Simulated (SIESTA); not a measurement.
# Worked example: self-consistent single point of LiI (I4mm, 2 atoms in the cell) in SIESTA

Computed with GGA PBE, numerical atomic orbitals DZP, PseudoDojo PBE standard norm-conserving potentials (rewritten from UPF to PSML) (SIESTA 5.4.2).

The input file:

```
# files in the folder: Li.psml I.psml (PseudoDojo PBE standard)
SystemName  LiI
SystemLabel siesta

NumberOfAtoms                2
NumberOfSpecies              2
%block ChemicalSpeciesLabel
  1 3 Li
  2 53 I
%endblock ChemicalSpeciesLabel
LatticeConstant              1.0 Ang
%block LatticeVectors
     0.000000000    3.025050000    3.025050000
     3.025050000    0.000000000    3.025050000
     3.025050000    3.025050000    0.000000000
%endblock LatticeVectors
AtomicCoordinatesFormat      ScaledCartesian
%block AtomicCoordinatesAndAtomicSpecies
    -0.000000000   -0.000000000    0.049998026  1
     3.025050000    3.025050000    3.025050000  2
%endblock AtomicCoordinatesAndAtomicSpecies

XC.functional                GGA
XC.authors                   PBE
PAO.BasisSize                DZP
PAO.EnergyShift              0.005 Ry
PAO.Polarization.NonPerturbative true
MeshCutoff                   300 Ry
%block kgrid.MonkhorstPack
    7   0   0  0.0
    0   7   0  0.0
    0   0   7  0.0
%endblock kgrid.MonkhorstPack
OccupationFunction           FD
ElectronicTemperature        0.05 eV

MaxSCFIterations             150
SCF.Mixer.Method             Broyden
SCF.Mixer.Weight             0.1
SCF.Mixer.History            8
SCF.DM.Tolerance             1.0E-05
Diag.ParallelOverK           true
WriteForces                  true
```

Output, abridged:

```
reinit: Reading from file input.fdf

reinit: System Name: LiI
reinit: System Label: siesta

coor:   Atomic-coordinates input format  =     Cartesian coordinates
coor:                                          (in units of alat)

siesta: Atomic coordinates (Bohr) and species
siesta:     -0.00000  -0.00000   0.09448  1        1
siesta:      5.71652   5.71652   5.71652  2        2

siesta: System type = bulk

initatomlists: Number of atoms, orbitals, and projectors:      2    19    40

siesta: ******************** Simulation parameters ****************************
redata: Spin configuration                          = none
redata: Time-Reversal Symmetry                      = T
redata: Number of Atomic Species                    =        2
redata: Mesh Cutoff                                 =   300.0000 Ry
redata: Net charge of the system                    =     0.0000 |e|
redata: Min. number of SCF Iter                     =        0
redata: Max. number of SCF Iter                     =      150
redata: SCF convergence failure will abort job
redata: SCF mix quantity                            = Hamiltonian
redata: Mix DM or H after convergence               =   F
redata: Recompute H after scf cycle                 =   F
redata: Mix DM in first SCF step                    =   T
redata: No kicks to SCF
redata: DM Mixing Weight for Kicks                  =     0.5000
redata: Require Harris convergence for SCF          =   F
redata: Harris energy tolerance for SCF             =     0.000100 eV
redata: Require DM convergence for SCF              =   T
redata: DM tolerance for SCF                        =     0.000010
redata: Require EDM convergence for SCF             =   F
redata: EDM tolerance for SCF                       =     0.001000 eV
redata: Require H convergence for SCF               =   T
redata: Hamiltonian tolerance for SCF               =     0.001000 eV
redata: Require (free) Energy convergence for SCF   =   F
redata: (free) Energy tolerance for SCF             =     0.000100 eV
redata: Using DFT-D3 dispersion                     =   F
redata: Using Saved Data (generic)                  =   F
redata: Method of Calculation                       = Diagonalization
redata: Electronic Temperature                      =   580.2259 K
redata: Number of TDED substeps                     =        3
redata: Dynamics option                             = Single-point calculation
redata: Save all siesta data in one NC              =   F
redata: ***********************************************************************

%block SCF.Mixers
  Broyden
%endblock SCF.Mixers

%block SCF.Mixer.Broyden
  # Mixing method
  method broyden

  # Mixing options
  weight 0.1000
  weight.linear 0.1000
  weight.prime 0.1000
  history 8
%endblock SCF.Mixer.Broyden

DM_history_depth set to one: no extrapolation allowed by default for geometry relaxation
Size of DM history Fstack: 1
Total number of electrons:    10.000000
Total ionic charge:    10.000000

* ProcessorY, Blocksize:    1  20

* Orbital distribution balance (max,min):    19    19

 Kpoints in:          196 . Kpoints trimmed:          172

siesta: k-grid: Number of k-points = 172
siesta: k-points from Monkhorst-Pack grid
siesta: k-cutoff (effective) =    14.973 Ang
siesta: k-point supercell and displacements
siesta: k-grid:     7     0     0      0.000
siesta: k-grid:     0     7     0      0.000
siesta: k-grid:     0     0     7      0.000

diag: Algorithm                                     = D&C
diag: Parallel over k                               =   F
diag: Use parallel 2D distribution                  =   F
diag: Parallel block-size                           = 20
diag: Parallel distribution                         =     1 x     1
diag: Used triangular part                          = Lower
diag: Absolute tolerance                            =  0.100E-15
diag: Orthogonalization factor                      =  0.100E-05
diag: Memory factor                                 =  1.0000

superc: Internal auxiliary supercell:     7 x     7 x     7  =     343
superc: Number of atoms, orbitals, and projectors:    686   6517  13720

                        Single-point calculation

superc: Internal auxiliary supercell:     7 x     7 x     7  =     343
superc: Number of atoms, orbitals, and projectors:    686   6517  13720

outcell: Unit cell vectors (Ang):
        0.000000    3.025050    3.025050
        3.025050    0.000000    3.025050
        3.025050    3.025050    0.000000

outcell: Cell vector modules (Ang)   :    4.278067    4.278067    4.278067
outcell: Cell angles (23,13,12) (deg):     60.0000     60.0000     60.0000
outcell: Cell volume (Ang**3)        :     55.3640
new_DM -- step:     1
Initializing Density Matrix...

Attempting to read DM from file... Failed...
DM filled with atomic data:

InitMesh: MESH = 40 x 40 x 40 = 64000
InitMesh: Mesh cutoff (required, used) =   300.000   362.425 Ry

stepf: Fermi-Dirac step function

        iscf     Eharris(eV)        E_KS(eV)     FreeEng(eV)     dDmax    Ef(eV) dHmax(eV)
   scf:    1     -549.802642     -550.223213     -550.223213  0.504069 -3.421373  0.323481
   scf:    2     -550.227264     -550.225276     -550.225276  0.003649 -3.439954  0.264189
   scf:    3     -550.233025     -550.229894     -550.229894  0.015170 -3.532776  0.142289
   scf:    4     -550.229962     -550.229929     -550.229929  0.002100 -3.550597  0.117862
   scf:    5     -550.230028     -550.229981     -550.229981  0.008516 -3.624716  0.010229
   scf:    6     -550.229983     -550.229982     -550.229982  0.001002 -3.633565  0.002614
   [... 7 lines left out ...]
   scf:   14     -550.229983     -550.229983     -550.229983  0.000016 -3.632649  0.001077
   scf:   15     -550.229983     -550.229983     -550.229983  0.000014 -3.632565  0.000938
   scf:   16     -550.229983     -550.229983     -550.229983  0.000012 -3.632493  0.000820
   scf:   17     -550.229983     -550.229983     -550.229983  0.000011 -3.632430  0.000718
   scf:   18     -550.229983     -550.229983     -550.229983  0.000009 -3.632375  0.000630

SCF Convergence by DM+H criterion
max |DM_out - DM_in|         :     0.0000094034
max |H_out - H_in|      (eV) :     0.0006297205
SCF cycle converged after 18 iterations

Using DM_out to compute the final energy and forces

siesta: E_KS(eV) =             -550.2300

siesta: E_KS - E_eggbox =      -550.2300

siesta: Atomic forces (eV/Ang):
     1    0.000011    0.000011   -0.028621
     2   -0.000009   -0.000009    0.028629
   Tot    0.000002    0.000002    0.000008
   Max    0.028629
   Res    0.016527    sqrt( Sum f_i^2 / 3N )
   Max    0.028629    constrained

Stress tensor Voigt[x,y,z,yz,xz,xy] (kbar):        1.28        1.28        0.89       -0.12       -0.12       -0.12
(Free)E + p*V (eV/cell)     -550.2697
Target enthalpy (eV/cell)     -550.2300

siesta: Program's energy decomposition (eV):
siesta: Ebs     =      -188.046681
siesta: Eions   =       732.807154
siesta: Ena     =       179.679390
siesta: Ekin    =       226.660154
siesta: Enl     =       -71.819086
siesta: Eso     =         0.000000
siesta: Edftu   =         0.000000
siesta: DEna    =         2.526794
siesta: DUscf   =         0.013835
siesta: DUext   =         0.000000
siesta: Ex      =      -141.311740
siesta: Ec      =       -13.172177
siesta: Exc     =      -154.483916
siesta: Eharris =      -550.229983
siesta: Etot    =      -550.229983
siesta: FreeEng =      -550.229983

siesta: Stress tensor (static) (eV/Ang**3):
siesta:     0.000798   -0.000072   -0.000072
siesta:    -0.000072    0.000798   -0.000072
siesta:    -0.000072   -0.000072    0.000558

siesta: Cell volume =         55.364026 Ang**3

siesta: Pressure (static):
siesta:                Solid            Molecule  Units
siesta:          -0.00000782         -0.00001340  Ry/Bohr**3
siesta:          -0.00071771         -0.00123008  eV/Ang**3
siesta:          -1.14990435         -1.97079786  kBar
```

The run converged in 18 iterations.

The starting cell has typed, rounded lattice constants, without a prior relaxation at this level. Its lattice was rescaled by up to half a per cent. One atom was moved a little off its site on purpose. Values carry the incompleteness of an atom-centred basis.
